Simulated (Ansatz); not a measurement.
Crystal: FeO.

```
CELL_PARAMETERS angstrom
-1.60210 1.60210 2.08339
1.60210 -1.60210 2.08339
1.60210 1.60210 -2.08339
ATOMIC_POSITIONS crystal
Fe 0.00000 0.00000 0.00000
O 0.50000 0.50000 0.00000
```

The cell comes from a database or a generator and needn't be the stable form of this composition.

Alike in all runs: program Ansatz 0.2.0; functional PBE; potentials or basis Ansatz PAW; cutoff 420 eV (not typed: the program's choice for these potentials); k mesh 10 × 10 × 10; occupations fermi-dirac, width 0.05 eV.

Task: Only the start or the spin constraint differs. Which run ends lowest in energy?
A. collinear spin, ferromagnetic start of up to 1.5 μB; fixed moment 1.5
B. collinear spin, ferromagnetic start of up to 4.5 μB; fixed moment 4.5
C. collinear spin, ferromagnetic start of up to 3.8 μB; fixed moment 3.8
D. collinear spin, ferromagnetic start of up to 2.2 μB; fixed moment 2.2
E. collinear spin, ferromagnetic start of up to 0.8 μB; fixed moment 0.8
F. collinear spin, ferromagnetic start of up to 3 μB; fixed moment 3

Result: C.

| start | free energy over the lowest (meV/atom) | net moment (μB) | site or absolute moments (μB) | gap |
| --- | --- | --- | --- | --- |
| collinear spin, ferromagnetic start of up to 3.8 μB; fixed moment 3.8 | 0.0 | 3.80 | Fe +3.27; O +0.25 | - |
| collinear spin, ferromagnetic start of up to 4.5 μB; fixed moment 4.5 | 348.1 | 4.50 | Fe +3.59; O +0.46 | - |
| collinear spin, ferromagnetic start of up to 6 μB; fixed moment 6 | 2642.8 | 6.00 | Fe +4.15; O +0.87 | - |
| collinear spin, ferromagnetic start of up to 2.2 μB; fixed moment 2.2 | 393.6 | 2.20 | Fe +2.05; O -0.02 | - |
| collinear spin, ferromagnetic start of up to 0.8 μB; fixed moment 0.8 | 673.3 | 0.80 | Fe +0.75; O +0.01 | - |
| collinear spin, program default start; fixed moment 0 | 765.6 | 0.00 | - | - |
| collinear spin, ferromagnetic start of up to 1.5 μB; fixed moment 1.5 | 563.8 | 1.50 | Fe +1.41; O -0.03 | - |
| collinear spin, ferromagnetic start of up to 3 μB; fixed moment 3 | 178.3 | 3.00 | Fe +2.69; O +0.08 | - |

All polarised runs hold their moment fixed, so the table maps the energy against it. A still lower state may exist.

Caveats: the total moment is fixed, so each spin has its own Fermi level; a cell with one magnetic atom can't hold antiferromagnetic order, which such compounds often take (some runs).
